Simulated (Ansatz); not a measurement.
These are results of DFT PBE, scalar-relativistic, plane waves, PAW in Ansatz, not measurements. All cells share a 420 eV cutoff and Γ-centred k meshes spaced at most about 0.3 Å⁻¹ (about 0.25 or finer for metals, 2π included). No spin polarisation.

Temperature and zero-point effects are left out.

Compare these two cells of Sn₂Se, each relaxed at this level.

A.

```
Sn Se
1.0
     3.24841    0.00000    0.00000
    -1.62420    2.81320    0.00000
     0.00000    0.00000    8.87827
Sn Se
2 1
Direct
  0.00000 0.00000 0.81791
  0.00000 0.00000 0.18209
  0.00000 0.00000 0.50000
```

B.

```
Sn Se
1.0
     4.26451    0.00000    0.00000
     0.00000    4.26451    0.00000
     0.00000    0.00000    9.27911
Sn Se
4 2
Direct
  0.50000 0.00000 0.66925
  0.00000 0.50000 0.33075
  0.50000 0.00000 0.02674
  0.00000 0.50000 0.97326
  0.50000 0.00000 0.36029
  0.00000 0.50000 0.63971
```

Question: Which is lower in energy, and by how much?

Answer: B is lower, by 0.32 eV/atom. A has space group P6/mmm (No. 191), 27.0 Å³/atom and no gap on its mesh; B has space group P4/nmm (No. 129), 28.1 Å³/atom and no gap. Counting Se atoms around Sn (those within 1.25 times the shortest such distance or 1.15 times the sum of covalent radii; the shortest distance is added where it is long for a bond; a slash parts the counts of unlike sites), A has Sn 1 and B has Sn 1 from 3.1 Å/5. The lower one is the more open, so pressure narrows the difference. Both come from invented guesses.

Cells relaxed within their symmetry can be saddle points.
